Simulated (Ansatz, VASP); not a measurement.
# One calculation of Pb, two programs

The input INCAR:

```
ALGO = Fast
EDIFF = 1E-6
ENCUT = 520
GGA = PS
ISIF = 2
ISMEAR = -1
LASPH = T
LCHARG = F
LREAL = F
LWAVE = F
NBANDS = 21
NELM = 60
PREC = Accurate
SIGMA = 0.05
```

Contents of KPOINTS:

```
k-points
0
Gamma
  9 9 5
```

File POSCAR:

```
Pb
1.0
    3.0386068135     -1.7503199600      0.0000000000
    3.0386068135      1.7503199600      0.0000000000
   -2.1154626375      0.0000000000      6.0952248674
Pb
2
Direct
    0.9085084100      0.9085084100      0.7262922000
    0.0914915900      0.0914915900      0.2737078000
```

File input.yaml:

```yaml
crystal:
  lattice:
    - [3.0386068135, -1.75031996, 0.0]
    - [3.0386068135, 1.75031996, 0.0]
    - [-2.1154626375, 0.0, 6.0952248674]
  atoms:
    - { symbol: Pb, position: [0.90850841, 0.90850841, 0.7262922] }
    - { symbol: Pb, position: [0.09149159, 0.09149159, 0.2737078] }
hamiltonian:
  xc: pbesol
  pseudopotentials: { kind: paw }
kpoints:
  mp_grid: { grid: [9, 9, 5] }
scf:
  occupations: { method: fermi_dirac, width: 0.05 }
output:
  forces: true
  stress: true
  eigenvalues: true
```

This isn't the form of Pb at room conditions, which is fcc.

Alike in both runs: task single point; functional PBEsol; k mesh 9 × 9 × 5; occupations fermi-dirac, width 0.05 eV; no spin polarisation.

|  | VASP | Ansatz |
| --- | --- | --- |
| version | VASP 6.6.1 | Ansatz 0.2.0 |
| potentials or method | VASP PAW PBE potentials, release 64 (Pb_d) | Ansatz PAW |
| plane-wave cutoff (eV) | 520 | 420 |
| valence electrons in the cell | 28 | 28 |

```tsv
	VASP	Ansatz	Ansatz less VASP
gap on the k mesh at the Fermi level (eV)	none	none	-
pressure (GPa)	-1.8	-1.8	+0.03
largest component of the traceless stress (GPa)	0.06	0.06	-0.003
rms of the force components (eV/Å)	0.079	0.079	-0.0004
```

Atom by atom the forces differ by 0.000 eV/Å (rms over components). A gap of «none» marks a metal or a gap that the smearing closes.

Caveats: the PAW data sets were made with another functional, which shifts forces and pressure a little (VASP); the PAW data sets come from PBE, with cores solved anew for the run's functional, which leaves a small shift of forces and pressure (Ansatz). The runs have no spin-orbit coupling, so splittings on Pb are missing.
